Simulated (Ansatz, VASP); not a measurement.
Given: the input of a run of Ansatz 0.2.0 on ZrB2.

Contents of input.yaml:

```yaml
crystal:
  lattice:
    - [3.17, 0.0, 0.0]
    - [-1.585, 2.74530053, 0.0]
    - [0.0, 0.0, 3.533]
  atoms:
    - { symbol: Zr, position: [0.0, 0.0, 0.0] }
    - { symbol: B, position: [0.6666666667, 0.3333333333, 0.5] }
    - { symbol: B, position: [0.3333333333, 0.6666666667, 0.5] }
hamiltonian:
  xc: rpbe
  pseudopotentials: { kind: paw }
  dispersion: d4
kpoints:
  mp_grid: { grid: [10, 10, 8] }
scf:
  occupations: { method: fermi_dirac, width: 0.05 }
output:
  forces: true
  stress: true
relax:
  f_tol: 0.01
  max_steps: 40
  cell: { stress_tol: 0.05 }
```

Potentials or basis: Ansatz PAW.

Launch:

```console
$ ansatz run input.yaml --threads 2 --pin off --max-ram 5632MiB --backend cpu --events-out ev --progress --plain --runs-dir out
```

**Question.** Set up the same calculation for VASP 6.6.1. Potentials there: VASP PAW PBE potentials, release 64 (Zr_sv, B).

**Answer.** As run (the cutoff follows the program's own potentials):

The input INCAR:

```
SYSTEM = ZrB2
PREC = Accurate ; ENCUT = 600
EDIFF = 1E-7 ; ISMEAR = -1
SIGMA = 0.05 ; LREAL = .FALSE.
LASPH = .TRUE. ; NELM = 80
ALGO = Normal ; ISIF = 3
LWAVE = .FALSE. ; LCHARG = .FALSE.
GGA = RP ; IVDW = 13
IBRION = 2 ; NSW = 60
EDIFFG = -0.01
```

KPOINTS

```
Automatic mesh
0
G
  10 10 8
  0 0 0
```

POSCAR

```
ZrB2
1.0
    3.1700000000      0.0000000000      0.0000000000
   -1.5850000000      2.7453005300      0.0000000000
    0.0000000000      0.0000000000      3.5330000000
Zr B
1 2
Direct
    0.0000000000      0.0000000000      0.0000000000
    0.6666666667      0.3333333333      0.5000000000
    0.3333333333      0.6666666667      0.5000000000
```

Potentials or basis: VASP PAW PBE potentials, release 64 (Zr_sv, B).

Run with:

```bash
$ cat potpaw_PBE.64/Zr_sv/POTCAR potpaw_PBE.64/B/POTCAR > POTCAR
$ mpirun -np 1 vasp_std > vasp.out
```

Both were run:

|  | VASP | Ansatz | Ansatz less VASP |
| --- | --- | --- | --- |
| relaxed volume (Å³/atom) | 9.91 | 9.92 | +0.002 |
| relaxed cell length with the largest relative difference (Å) | 3.144 | 3.144 | +0.0003 |
| energy change over the relaxation (meV/atom) | -8 | -8 | -0.2 |

Caveats: the PAW data sets were made with another functional, which shifts forces and pressure a little (VASP); pairwise dispersion overbinds metals, which lowers pressure and volume (VASP); the plane-wave basis is chosen anew once the cell has moved, so the energies of steps on either side of that aren't comparable (Ansatz); the PAW data sets come from PBE, with cores solved anew for the run's functional, which leaves a small shift of forces and pressure (Ansatz).
